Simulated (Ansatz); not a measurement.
Entries from a set of simulations; values are calculated unless marked as measured.

```json
{"subject": "P (aligned bilayer): band gap by G0W0 on PBE", "lattice_ang": [[3.27, 0.0, 0.0], [-1.635, 2.8319, 0.0], [0.0, 0.0, 38.8]], "atoms": [["P", 0.3333, 0.6667, 0.4496], ["P", 0.6667, 0.3333, 0.4176], ["P", 0.6667, 0.3333, 0.5824], ["P", 0.3333, 0.6667, 0.5504]], "method": "DFT, PBE-D3(BJ), plane waves, PAW; PAW set soft_1 (and 2 further levels or steps)", "program": "Ansatz 0.2.0", "settings_of_one_run": "cutoff 420 eV, 9×9×1 k-mesh, smearing width 0.02 eV, PAW set soft 1, twist deg 60", "cost": "3 runs, 11 s in all on 1 × NVIDIA GB200 (shared by 2 runs) with 32 threads of Arm Neoverse V2, shared host (the runs of this entry)", "notes": "Values taken over the cell’s volume include its vacuum. The start is a generated structure, not a measured one. Bands and cutoff are finite, so the gap is not at the basis limit. The miss can reach some tenths of an eV and take either sign; the mesh is an error of its own. The mesh in the plane is coarse for a sheet; gap and any exciton binding can still move on denser ones.", "results": {"pbe_gap": "1.44 eV, indirect", "g0w0_gap_on_the_mesh": "2.50 eV, from k = (0.167, 0.167, 0.000) to k = (0.000, 0.333, 0.000)", "g0w0_gap_over_the_zone_rigid_shift": "2.46 eV", "gw_settings": "6×6×1 mesh, 308 empty bands, screening to 72 eV, PAW set soft_1 files", "known_limits": "not at the basis limit; coarse mesh for a sheet"}}
```

[Paths, hosts, dates, memory and timing lines, banners, echoed tables and standing remarks are left out of the program output.]

[Logs are printed without paths, hosts, clocks, repeated set-up lines and the standing remarks that a program may print on its own settings, such as how far it seeks lower states.]

[Runs of the session that timed out or met a known fault of the program may be left out.]

[Cells called generated may have been cut or substituted from an entry of the Crystallography Open Database or the Materials Project.]

[Hosts, paths, dates, database ids (printed as entryN), source tags and the programs' standing remarks are cut or masked in the printed files.]
